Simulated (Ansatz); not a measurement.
**Phonons of PbS (rocksalt structure)**

Level of theory: DFT, PBEsol, scalar-relativistic, no spin polarisation; plane waves to 420 eV with PAW datasets (Ansatz 0.2.0), Gaussian smearing of 0.05 eV; PAW files: Ansatz's generated set soft_2.

```yaml
crystal:
  lattice:
    - [0.00000, 2.95156, 2.95156]
    - [2.95156, 0.00000, 2.95156]
    - [2.95156, 2.95156, 0.00000]
  atoms:
    - { symbol: Pb, position: [0.50000, 0.50000, 0.50000] }
    - { symbol: S, position: [0.00000, 0.00000, 0.00000] }
```

The start was a prototype's sites filled with these elements; the Crystallography Open Database holds the compound in this structure.

Force constants come from finite displacements in a 2×2×2 supercell (the unit cell's 10×10×10 k-mesh, folded to it); the long-range dipole term is included. Points in reciprocal vectors of this cell: Γ = (0.000, 0.000, 0.000), X = (0.500, 0.000, 0.500), U = (0.625, 0.250, 0.625), K = (0.375, 0.375, 0.750), L = (0.500, 0.500, 0.500), W = (0.500, 0.250, 0.750).

Is the structure dynamically stable along this path, and where does the spectrum end?

Yes: no branch is imaginary beyond numerical noise. The highest frequency is 233 cm⁻¹, at L. Points that don't fit the supercell are interpolated.

Frequencies at the named points (cm⁻¹, imaginary ones negative):
| point | ω (cm⁻¹) |
| --- | --- |
| Γ | 0 0 0 64 64 194 |
| X | 41 41 58 99 102 102 |
| U | 43 63 68 140 142 153 |
| K | 43 63 68 140 142 153 |
| L | 53 53 107 197 197 233 |
| W | 57 60 60 142 142 150 |

What does the harmonic approximation give for the vibrational free energy, entropy and heat capacity?

Zero-point energy 20.7 meV/atom.
```json
{"T (K)": "100", "F_vib (meV/atom)": "11.6", "S (J/K per mole of atoms)": "20.0", "C_V (J/K per mole of atoms)": "19.7"}
{"T (K)": "200", "F_vib (meV/atom)": "-17.7", "S (J/K per mole of atoms)": "35.1", "C_V (J/K per mole of atoms)": "23.4"}
{"T (K)": "300", "F_vib (meV/atom)": "-59.4", "S (J/K per mole of atoms)": "44.8", "C_V (J/K per mole of atoms)": "24.2"}
{"T (K)": "400", "F_vib (meV/atom)": "-109.6", "S (J/K per mole of atoms)": "51.8", "C_V (J/K per mole of atoms)": "24.5"}
{"T (K)": "500", "F_vib (meV/atom)": "-166.2", "S (J/K per mole of atoms)": "57.3", "C_V (J/K per mole of atoms)": "24.7"}
{"T (K)": "600", "F_vib (meV/atom)": "-227.9", "S (J/K per mole of atoms)": "61.8", "C_V (J/K per mole of atoms)": "24.8"}
{"T (K)": "700", "F_vib (meV/atom)": "-294.0", "S (J/K per mole of atoms)": "65.6", "C_V (J/K per mole of atoms)": "24.8"}
{"T (K)": "800", "F_vib (meV/atom)": "-363.8", "S (J/K per mole of atoms)": "68.9", "C_V (J/K per mole of atoms)": "24.8"}
{"T (K)": "900", "F_vib (meV/atom)": "-436.7", "S (J/K per mole of atoms)": "71.8", "C_V (J/K per mole of atoms)": "24.9"}
{"T (K)": "1000", "F_vib (meV/atom)": "-512.6", "S (J/K per mole of atoms)": "74.5", "C_V (J/K per mole of atoms)": "24.9"}
```

The highest mode, 233 cm⁻¹, is worth 330 K. At 300 K the heat capacity has reached 97 % of the classical limit 3R = 24.9 J/K per mole of atoms: a mode at k_BT already holds 92 % of its classical share, and one at 1.5 k_BT 83 %.

Cost: 54 s on 4 threads of Arm Neoverse V1, on a shared host, peak memory 1.6 GiB.

No spin–orbit coupling, a notable omission for heavy elements.
